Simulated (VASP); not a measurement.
## MoS2: relaxation of cell and atoms with PBE+D3(BJ)

The system is MoS2, a slab with vacuum.

```xyz
9
Lattice="3.1690 0.0000 0.0000 -1.5845 2.7444 0.0000 0.0000 0.0000 33.4543" Properties=species:S:1:pos:R:3 pbc="T T T"
S     0.0000    1.8296    9.0000
S     0.0000    1.8296   12.1303
S     1.5845    0.9148   15.1620
S     1.5845    0.9148   18.2923
S     0.0000    1.8296   21.3240
S     0.0000    1.8296   24.4543
Mo    1.5845    0.9148   10.5651
Mo    0.0000    1.8296   16.7271
Mo    1.5845    0.9148   22.8891
```

```
Program                : VASP 6.6.1
Task                   : relaxation of cell and atoms
Functional             : PBE
Dispersion             : D3(BJ)
Potentials or basis    : VASP PAW PBE potentials, release 64 (S, Mo_sv)
Cutoff                 : 600 eV
k mesh                 : 12 × 12 × 1
Occupations            : gaussian, width 0.03 eV
Spin                   : no spin polarisation
Further INCAR settings : ALGO = Normal; EDIFF = 1e-06; IBRION = 2; EDIFFG = -0.01; NSW = 90; ISIF = 3
```

```
Relaxed volume                         : 31.95 Å³/atom
Relaxed cell                           : a = 3.150 Å, b = 3.150 Å, c = 33.454 Å, α = 90.00°, β = 90.00°, γ = 120.00°
Space group after relaxing (to 0.05 Å) : P-6m2 (No. 187)
Energy gained by relaxing              : 1.9 meV/atom
Ionic steps                            : 27
Largest force after relaxing           : 0.003 eV/Å
Band gap on the k mesh                 : 1.03 eV, indirect (least direct gap 1.73 eV)
Dispersion energy per atom             : -0.396 eV
```

Forces in eV/Å, atoms in the order of the input:
```
S    0.000  0.000  0.000
S    0.000  0.000  0.003
S    0.000  0.000 -0.002
S    0.000  0.000  0.002
S    0.000  0.000 -0.003
S    0.000  0.000  0.000
Mo   0.000  0.000 -0.001
Mo   0.000  0.000  0.000
Mo   0.000  0.000  0.001
```

The path:
```csv
step,energy change (eV),largest force (eV/Å),pressure (GPa),volume (Å³)
1,0.0000,0.0777,-0.97,290.96
2,-0.0004,0.2377,0.93,284.88
3,-0.0109,0.0880,-0.03,287.86
4,-0.0119,0.0418,-0.09,287.50
5,-0.0120,0.0197,-0.13,287.23
6,-0.0120,0.0179,-0.12,287.25
7,-0.0120,0.0177,-0.11,287.27
8,-0.0121,0.0225,-0.15,287.36
9,-0.0122,0.0352,-0.21,287.54
10,-0.0122,0.0349,-0.20,287.54
11,-0.0123,0.0330,-0.20,287.53
12,-0.0124,0.0303,-0.19,287.52
13,-0.0126,0.0243,-0.17,287.50
14,-0.0131,0.0206,-0.13,287.45
15,-0.0139,0.0353,-0.04,287.36
16,-0.0147,0.0654,0.13,287.17
17,-0.0148,0.0834,0.20,287.08
18,-0.0149,0.0830,0.20,287.10
19,-0.0151,0.0808,0.20,287.14
20,-0.0154,0.0781,0.17,287.23
21,-0.0160,0.0713,0.14,287.40
22,-0.0166,0.0591,0.08,287.74
23,-0.0167,0.0540,0.06,287.88
24,-0.0169,0.0431,0.02,287.84
25,-0.0171,0.0143,-0.03,287.74
26,-0.0172,0.0032,-0.06,287.70
27,-0.0172,0.0033,-0.03,287.54
```

Final structure:
```
S Mo
1.0
     3.15036    0.00000    0.00000
    -1.57518    2.72829    0.00000
     0.00000    0.00000   33.45430
S Mo
6 3
Direct
  0.33333 0.66667 0.27198
  0.33333 0.66667 0.36563
  0.66667 0.33333 0.45322
  0.66667 0.33333 0.54678
  0.33333 0.66667 0.63437
  0.33333 0.66667 0.72802
  0.66667 0.33333 0.31883
  0.33333 0.66667 0.50000
  0.66667 0.33333 0.68117
```

Levels at points of the mesh, in eV from the valence-band top:
```tsv
k point	band 36	band 37	band 38	band 39	band 40	band 41	band 42	band 43
(0.00, 0.00, 0.00)	-1.65	-0.95	-0.33	0.00	2.21	2.21	2.23	2.23
(0.50, 0.00, 0.00)	-1.44	-1.33	-1.27	-1.23	1.74	1.76	1.78	2.15
```

Run time: 18 min on 8 MPI ranks on Intel(R) Xeon(R) Platinum 8559C (Emerald Rapids), with other jobs on the host, peak memory 0.68 GiB a rank.
